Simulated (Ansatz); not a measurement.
Input and command of a plane-wave DFT calculation in Ansatz:

```yaml
crystal:
  lattice:
    - [3.6014814132, 0.0499657364, 0.022237408]
    - [-0.0499657364, -3.5960931924, 0.0281518864]
    - [-0.022237408, 0.0281518864, -3.5671494893]
  atoms:
    - { symbol: C, position: [0.4597969534, 0.0190837186, 0.0152143966] }
    - { symbol: C, position: [-0.0148429778, 0.5192651959, 0.0131606712] }
    - { symbol: C, position: [0.0142057125, -0.0216900503, 0.4564808331] }
    - { symbol: C, position: [0.4826735395, 0.5206030259, 0.5004046116] }
    - { symbol: C, position: [0.7473345229, 0.7104002049, 0.7945788629] }
    - { symbol: C, position: [0.3075138248, 0.2617744296, 0.721512861] }
    - { symbol: C, position: [0.2691626432, 0.7360687727, 0.2478861639] }
    - { symbol: C, position: [0.7341557816, 0.2544947027, 0.2507615999] }
basis:
  ecutwfc: 420
kpoints:
  mp_grid: { grid: [6, 6, 6] }
hamiltonian:
  xc: pbe
scf:
  occupations: { method: gaussian, width: 0.05 }
output:
  forces: true
  stress: true
  eigenvalues: true
```

```bash
ansatz run input.yaml --threads 2 --pin off --max-ram 5120MiB --backend cpu --events-out ev --progress --plain --runs-dir out
```

Processor: AMD EPYC 9R45 96-Core Processor (Zen 5), 2 threads, on a host shared with other jobs.

**Question.** How long does it run, and how much memory does it take?

**Answer.** About 1.6 s on 2 threads of AMD EPYC 9R45 96-Core Processor (Zen 5) (shared host), peak memory 0.45 GiB. It solves 24 bands at 112 k points (the mesh reduced by symmetry) with about 911 plane waves, in 6 SCF iterations.
